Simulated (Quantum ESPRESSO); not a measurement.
Wanted: an ASE script for a Quantum ESPRESSO 7.5 run.

| Item | Value |
| --- | --- |
| Task | relaxation of cell and atoms |
| Functional | revPBE |
| Dispersion | D3 |
| Potentials or basis | PseudoDojo 0.4.1 SR PBE standard |
| Cutoff | 1034 eV |
| Density cutoff | 4136 eV |
| k mesh | 10 × 10 × 10 |
| Occupations | fermi-dirac, width 0.05 eV |
| Spin | no spin polarisation |
| ASE optimiser | FIRE |
| Mixing beta | 0.5 |
| Most SCF iterations | 120 |
| SCF threshold | 4e-10 Ry |

The structure of BP lies in BP.cif:

```cif
data_BP
_cell_length_a 4.53800000
_cell_length_b 4.53800000
_cell_length_c 4.53800000
_cell_angle_alpha 90.00000000
_cell_angle_beta 90.00000000
_cell_angle_gamma 90.00000000
_space_group_name_H-M_alt 'F-43m'
_space_group_name_Hall 'F -4 2 3'
_space_group_IT_number 216
loop_
_space_group_symop_operation_xyz
'x,y,z'
'y,-x,-z'
'-x,-y,z'
'-y,x,-z'
'x,-y,-z'
'y,x,z'
'-x,y,-z'
'-y,-x,z'
'z,x,y'
'-z,y,-x'
'z,-x,-y'
'-z,-y,x'
'-z,x,-y'
'z,y,x'
'-z,-x,y'
'z,-y,-x'
'y,z,x'
'-x,-z,y'
'-y,z,-x'
'x,-z,-y'
'-y,-z,x'
'x,z,y'
'y,-z,-x'
'-x,z,-y'
'x,y+1/2,z+1/2'
'y,-x+1/2,-z+1/2'
'-x,-y+1/2,z+1/2'
'-y,x+1/2,-z+1/2'
'x,-y+1/2,-z+1/2'
'y,x+1/2,z+1/2'
'-x,y+1/2,-z+1/2'
'-y,-x+1/2,z+1/2'
'z,x+1/2,y+1/2'
'-z,y+1/2,-x+1/2'
'z,-x+1/2,-y+1/2'
'-z,-y+1/2,x+1/2'
'-z,x+1/2,-y+1/2'
'z,y+1/2,x+1/2'
'-z,-x+1/2,y+1/2'
'z,-y+1/2,-x+1/2'
'y,z+1/2,x+1/2'
'-x,-z+1/2,y+1/2'
'-y,z+1/2,-x+1/2'
'x,-z+1/2,-y+1/2'
'-y,-z+1/2,x+1/2'
'x,z+1/2,y+1/2'
'y,-z+1/2,-x+1/2'
'-x,z+1/2,-y+1/2'
'x+1/2,y,z+1/2'
'y+1/2,-x,-z+1/2'
'-x+1/2,-y,z+1/2'
'-y+1/2,x,-z+1/2'
'x+1/2,-y,-z+1/2'
'y+1/2,x,z+1/2'
'-x+1/2,y,-z+1/2'
'-y+1/2,-x,z+1/2'
'z+1/2,x,y+1/2'
'-z+1/2,y,-x+1/2'
'z+1/2,-x,-y+1/2'
'-z+1/2,-y,x+1/2'
'-z+1/2,x,-y+1/2'
'z+1/2,y,x+1/2'
'-z+1/2,-x,y+1/2'
'z+1/2,-y,-x+1/2'
'y+1/2,z,x+1/2'
'-x+1/2,-z,y+1/2'
'-y+1/2,z,-x+1/2'
'x+1/2,-z,-y+1/2'
'-y+1/2,-z,x+1/2'
'x+1/2,z,y+1/2'
'y+1/2,-z,-x+1/2'
'-x+1/2,z,-y+1/2'
'x+1/2,y+1/2,z'
'y+1/2,-x+1/2,-z'
'-x+1/2,-y+1/2,z'
'-y+1/2,x+1/2,-z'
'x+1/2,-y+1/2,-z'
'y+1/2,x+1/2,z'
'-x+1/2,y+1/2,-z'
'-y+1/2,-x+1/2,z'
'z+1/2,x+1/2,y'
'-z+1/2,y+1/2,-x'
'z+1/2,-x+1/2,-y'
'-z+1/2,-y+1/2,x'
'-z+1/2,x+1/2,-y'
'z+1/2,y+1/2,x'
'-z+1/2,-x+1/2,y'
'z+1/2,-y+1/2,-x'
'y+1/2,z+1/2,x'
'-x+1/2,-z+1/2,y'
'-y+1/2,z+1/2,-x'
'x+1/2,-z+1/2,-y'
'-y+1/2,-z+1/2,x'
'x+1/2,z+1/2,y'
'y+1/2,-z+1/2,-x'
'-x+1/2,z+1/2,-y'
loop_
_atom_site_label
_atom_site_type_symbol
_atom_site_symmetry_multiplicity
_atom_site_Wyckoff_symbol
_atom_site_fract_x
_atom_site_fract_y
_atom_site_fract_z
_atom_site_occupancy
P1 P 4 c 0.2500000000 0.2500000000 0.2500000000 1
B1 B 4 a 0.0000000000 0.0000000000 0.0000000000 1
```

The input as run:

run.py

```python
import numpy as np
from ase.calculators.espresso import Espresso, EspressoProfile
import spglib
from ase import Atoms
from ase.io import read

atoms = read('BP.cif')
cell, pos, num = spglib.standardize_cell((atoms.cell[:], atoms.get_scaled_positions(), atoms.numbers), to_primitive=True, symprec=1e-4)
atoms = Atoms(numbers=num, cell=cell, scaled_positions=pos, pbc=True)

input_data = {
    'control': {'calculation': 'scf', 'prefix': 'pwscf', 'outdir': './tmp', 'tprnfor': True, 'tstress': True, 'disk_io': 'low'},
    'system': {'ecutwfc': 76.0, 'nbnd': 9, 'input_dft': 'revpbe', 'occupations': 'smearing', 'smearing': 'fd', 'degauss': 0.00367493, 'vdw_corr': 'grimme-d3', 'dftd3_version': 3},
    'electrons': {'conv_thr': 4e-10, 'electron_maxstep': 120, 'mixing_beta': 0.5},
}
pseudopotentials = {'B': 'B.upf', 'P': 'P.upf'}
profile = EspressoProfile(command='pw.x', pseudo_dir='pseudo')
dft = Espresso(profile=profile, input_data=input_data, pseudopotentials=pseudopotentials, kpts=(10, 10, 10), koffset=(0, 0, 0))
atoms.calc = dft

from ase.optimize import FIRE
from ase.filters import FrechetCellFilter
done = FIRE(FrechetCellFilter(atoms), trajectory='opt.traj').run(fmax=0.02, steps=30)
print('converged', done)
print('cell (A)', np.round(atoms.cell.cellpar(), 5))
print(f'energy {atoms.get_potential_energy():.8f} eV')
print('forces (eV/A)')
print(np.round(atoms.get_forces(), 6))
print('stress (eV/A^3, Voigt)')
print(np.round(atoms.get_stress(), 8))
print(f'Fermi level {dft.get_fermi_level():.4f} eV')
```

Potentials or basis: PseudoDojo 0.4.1 SR PBE standard.

Command:

```console
$ OMP_NUM_THREADS=1 python run.py
```

It gave:

| Property | Result |
| --- | --- |
| Relaxed volume | 11.56 Å³/atom |
| Relaxed cell | a = 3.197 Å, b = 3.197 Å, c = 3.197 Å, α = 60.00°, β = 60.00°, γ = 60.00° |
| Space group after relaxing (to 0.05 Å) | F-43m (No. 216) |
| Energy gained by relaxing | 0.8 meV/atom |
| Ionic steps | 4 |
| Pressure after relaxing | -0.2 GPa |
| Band gap on the k mesh | 1.28 eV, indirect (least direct gap 3.43 eV) |

Caveat: the potentials were made for another functional, which shifts forces and pressure.

Run time: 62 s on 1 thread of Arm Neoverse V1, on a shared host, peak memory 0.09 GiB.
